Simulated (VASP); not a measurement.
A run of VASP 6.6.1:

INCAR

```
SYSTEM = CaO
PREC = Accurate ; ENCUT = 600
EDIFF = 1E-6 ; ISMEAR = 0
SIGMA = 0.02 ; LREAL = .FALSE.
LASPH = .TRUE. ; NELM = 60
ALGO = Fast ; ISIF = 3
LWAVE = .FALSE. ; LCHARG = .FALSE.
IBRION = 2 ; NSW = 40
EDIFFG = -0.005 ; LATTICE_CONSTRAINTS = .FALSE. .FALSE. .TRUE.
```

KPOINTS

```
Automatic mesh
0
G
  7 7 5
  0 0 0
```

File POSCAR:

```
CaO
1.0
    3.3690445324      0.0000000000      0.0000000000
    0.0000000000      3.3690445324      0.0000000000
    0.0000000000      0.0000000000      4.8586891121
Ca O
2 2
Direct
    0.0000000000      0.0000000000      0.0000000000
    0.5000000000      0.5000000000      0.5000000000
    0.5000000000      0.5000000000      0.0000000000
    0.0000000000      0.0000000000      0.5000000000
```

Potentials or basis: VASP PAW LDA potentials, release 64 (Ca_sv, O).

Run with:

```console
$ cat potpaw_LDA.64/Ca_sv/POTCAR potpaw_LDA.64/O/POTCAR > POTCAR
$ mpirun -np 1 vasp_std > vasp.out
```

Hardware: 1 thread of Intel(R) Xeon(R) Platinum 8259CL CPU @ 2.50GHz (Skylake/Cascade Lake), on a shared host.

Q: How long does it take, and how much memory?

A: Run time: 100 s on 1 thread of Intel(R) Xeon(R) Platinum 8259CL CPU @ 2.50GHz (Skylake/Cascade Lake), on a shared host, peak memory 0.18 GiB. Counts: scf iterations 45, k points 30, ion steps 3.
